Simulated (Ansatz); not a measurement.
**TePb: a listed cell, distorted in several ways**

Aim: see how energy, forces, stress and gap of TePb answer to moves of single atoms, random distortions, swapped elements. Nothing is relaxed unless a step says so.

Program: Ansatz 0.2.0. Level of theory: DFT PBEsol, scalar-relativistic, plane waves, PAW. These are calculated values, not measurements.

1 further run of the same task is left out (set aside as unsound or not needed).

### 1 The starting structure

The structure is cubic, space group Fm-3m (No. 225). The conventional cell has a = 6.454 Å, b = 6.454 Å, c = 6.454 Å, α = 90.00°, β = 90.00°, γ = 90.00°. Te (site symmetry m-3m) is surrounded by 6 Pb at 3.23 Å. Pb (site symmetry m-3m) has 6 Te at 3.23 Å as nearest neighbours.

Coordinates:

```cif
data_structure
_symmetry_space_group_name_H-M 'Fm-3m'
_symmetry_Int_Tables_number 225
_cell_length_a 6.4540
_cell_length_b 6.4540
_cell_length_c 6.4540
_cell_angle_alpha 90.000
_cell_angle_beta 90.000
_cell_angle_gamma 90.000
_cell_volume 268.84
loop_
_atom_site_label
_atom_site_type_symbol
_atom_site_symmetry_multiplicity
_atom_site_Wyckoff_symbol
_atom_site_fract_x
_atom_site_fract_y
_atom_site_fract_z
_atom_site_occupancy
Te1 Te 4 b 0.50000 0.00000 0.00000 1
Pb1 Pb 4 a 0.00000 0.00000 0.00000 1
```

The structure comes from the Crystallography Open Database.

### 2 One atom moved

What differs from the listed cell: atom 2 (Pb) moved by 0.09 Å.

Input file input.yaml:

```yaml
crystal:
  lattice:
    - [0.0, 3.227, 3.227]
    - [3.227, 0.0, 3.227]
    - [3.227, 3.227, 0.0]
  atoms:
    - { symbol: Te, position: [0.5, 0.5, 0.5] }
    - { symbol: Pb, position: [0.009048652, 0.0180911063, -0.0139634335] }
basis:
  ecutwfc: 420
kpoints:
  mp_grid: { grid: [8, 8, 8] }
hamiltonian:
  xc: pbesol
scf:
  occupations: { method: gaussian, width: 0.02 }
output:
  forces: true
  stress: true
  eigenvalues: true
  populations: true
```

Run with:

```bash
$ ansatz run input.yaml --threads 1 --pin off --max-ram 1331MiB --backend cpu --events-out ev --progress --plain --runs-dir out
```

### 3 Substitution of an element, cell strained: Te → O, first probe

Input file input.yaml:

```yaml
crystal:
  lattice:
    - [0.0, 2.6611350054, 2.6611350054]
    - [2.6611350054, 0.0, 2.6611350054]
    - [2.6611350054, 2.6611350054, 0.0]
  atoms:
    - { symbol: O, position: [0.5, 0.5, 0.5] }
    - { symbol: Pb, position: [0.0, 0.0, 0.0] }
basis:
  ecutwfc: 420
kpoints:
  mp_grid: { grid: [6, 6, 6] }
hamiltonian:
  xc: pbesol
scf:
  occupations: { method: gaussian, width: 0.1 }
output:
  forces: true
  stress: true
  eigenvalues: true
```

### 4 One element swapped, cell strained: Te → O

Changes to input.yaml since step 3:

```diff
@@ -11,3 +11,3 @@
 kpoints:
-  mp_grid: { grid: [6, 6, 6] }
+  mp_grid: { grid: [12, 12, 12] }
 hamiltonian:
@@ -15,3 +15,3 @@
 scf:
-  occupations: { method: gaussian, width: 0.1 }
+  occupations: { method: gaussian, width: 0.02 }
 output:
```

### 5 One atom moved

Input file input.yaml:

```yaml
crystal:
  lattice:
    - [0.0, 3.227, 3.227]
    - [3.227, 0.0, 3.227]
    - [3.227, 3.227, 0.0]
  atoms:
    - { symbol: Te, position: [0.5078664394, 0.4958304927, 0.4162426402] }
    - { symbol: Pb, position: [0.0, 0.0, 0.0] }
basis:
  ecutwfc: 420
kpoints:
  mp_grid: { grid: [8, 8, 8] }
hamiltonian:
  xc: pbesol
scf:
  occupations: { method: gaussian, width: 0.02 }
output:
  forces: true
  stress: true
  eigenvalues: true
  populations: true
```

### 6 Random moves and strain, cell strained

Input file input.yaml:

```yaml
crystal:
  lattice:
    - [-0.01087499, 3.13725713, 3.1201863]
    - [3.13015773, 0.02397661, 3.0853347]
    - [3.18382274, 3.15607054, -0.0296884]
  atoms:
    - { symbol: Te, position: [0.5036721413, 0.5043445925, 0.4926805082] }
    - { symbol: Pb, position: [-0.0036721413, -0.0043445925, 0.0073194918] }
basis:
  ecutwfc: 420
kpoints:
  mp_grid: { grid: [8, 8, 8] }
hamiltonian:
  xc: pbesol
scf:
  occupations: { method: gaussian, width: 0.02 }
output:
  forces: true
  stress: true
  eigenvalues: true
```

### 7 Substitution of an element, cell strained: Te → Se, first probe

Input file input.yaml:

```yaml
crystal:
  lattice:
    - [0.0, 2.9924978642, 2.9924978642]
    - [2.9924978642, 0.0, 2.9924978642]
    - [2.9924978642, 2.9924978642, 0.0]
  atoms:
    - { symbol: Se, position: [0.5, 0.5, 0.5] }
    - { symbol: Pb, position: [0.0, 0.0, 0.0] }
basis:
  ecutwfc: 420
kpoints:
  mp_grid: { grid: [6, 6, 6] }
hamiltonian:
  xc: pbesol
scf:
  occupations: { method: gaussian, width: 0.1 }
output:
  forces: true
  stress: true
  eigenvalues: true
```

### 8 One element swapped, cell strained: Te → Se

Changes to input.yaml since step 7:

```diff
@@ -11,3 +11,3 @@
 kpoints:
-  mp_grid: { grid: [6, 6, 6] }
+  mp_grid: { grid: [12, 12, 12] }
 hamiltonian:
```

### 9 A single atom displaced

Input file input.yaml:

```yaml
crystal:
  lattice:
    - [0.0, 3.227, 3.227]
    - [3.227, 0.0, 3.227]
    - [3.227, 3.227, 0.0]
  atoms:
    - { symbol: Te, position: [0.5, 0.5, 0.5] }
    - { symbol: Pb, position: [0.0936148125, -0.0216222498, -0.0070049582] }
basis:
  ecutwfc: 420
kpoints:
  mp_grid: { grid: [8, 8, 8] }
hamiltonian:
  xc: pbesol
scf:
  occupations: { method: gaussian, width: 0.02 }
output:
  forces: true
  stress: true
  eigenvalues: true
```

**Question.** What will these runs give? Wanted: for each run, case; energy; pressure; largest force.

As calculated:

| step | case | energy (meV/atom) | pressure (GPa) | largest force (eV/Å) | gap on the mesh (eV) |
| --- | --- | --- | --- | --- | --- |
| 2 | one atom moved | +0.0 | -0.1 | 0.05 | 0.69 |
| 4 | one element swapped, cell strained: Te → O | n/a | -6.8 | 0.00 | 0.39 |
| 5 | one atom moved | +39.6 | 1.5 | 0.65 | 0.75 |
| 6 | random moves and strain, cell strained | +33.8 | 4.3 | 0.09 | 0.30 |
| 8 | one element swapped, cell strained: Te → Se | n/a | 3.6 | 0.00 | 0.05 |
| 9 | a single atom displaced | +38.5 | 1.5 | 0.63 | 0.75 |

Energies are counted from step 2, with the smearing taken to zero. Other atoms or functionals have another zero of energy (n/a). 

What this shows: Among the distorted cells of the listed formula and level the largest force, 0.65 eV/Å, comes in step 5, shared by 2 atoms. Among the distorted cells of the listed formula and level the gap runs from 0.30 eV to 0.75 eV. These runs have no spin-orbit coupling; with Pb, Te it would split and shift bands.

These are semilocal Kohn-Sham gaps, which aren't the measured quantity. Such gaps usually fall short of the measured ones; spin-orbit coupling, left out here, narrows gaps with Pb, Te, so the two errors partly cancel.
